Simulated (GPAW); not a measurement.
# Ir: single point with PBE

Ir:

```xyz
1
Lattice="0.0000 1.9156 1.9156 1.9156 0.0000 1.9156 1.9156 1.9156 0.0000" Properties=species:S:1:pos:R:3 pbc="T T T"
Ir    0.0000    0.0000    0.0000
```

```yaml
Program: GPAW 26.7.0
Task: single point
Functional: PBE
Potentials_or_basis: GPAW PAW data sets (gpaw-data 1.2.1)
Cutoff: 600 eV
Basis: pw
k_mesh: 12 × 12 × 12
Occupations: gaussian, width 0.011 eV
Spin: no spin polarisation
Maxiter: 150
```

The pressure is 9.8 GPa and the band gap on the k mesh is none (metal or under the smearing width).

Levels at points of the mesh, in eV from the Fermi level:
```tsv
k point	band 3	band 4	band 5	band 6	band 7	band 8	band 9	band 10	band 11	band 12
(0.00, 0.00, 0.00)	-49.49	-11.15	-3.94	-3.94	-3.94	-1.24	-1.24	13.93	19.60	19.60
(0.50, 0.50, 0.00)	-49.78	-7.99	-7.40	0.85	1.48	1.48	1.66	10.65	11.59	11.59
(0.50, 0.50, 0.50)	-49.60	-8.14	-4.05	-4.05	-0.81	0.88	0.88	7.36	13.50	19.60
```

Wall time 8.8 s on 1 thread of Intel(R) Xeon(R) Platinum 8488C (Sapphire Rapids), on a shared host, peak memory 0.14 GiB.

Spin-orbit coupling is left out, which matters for the levels of Ir.
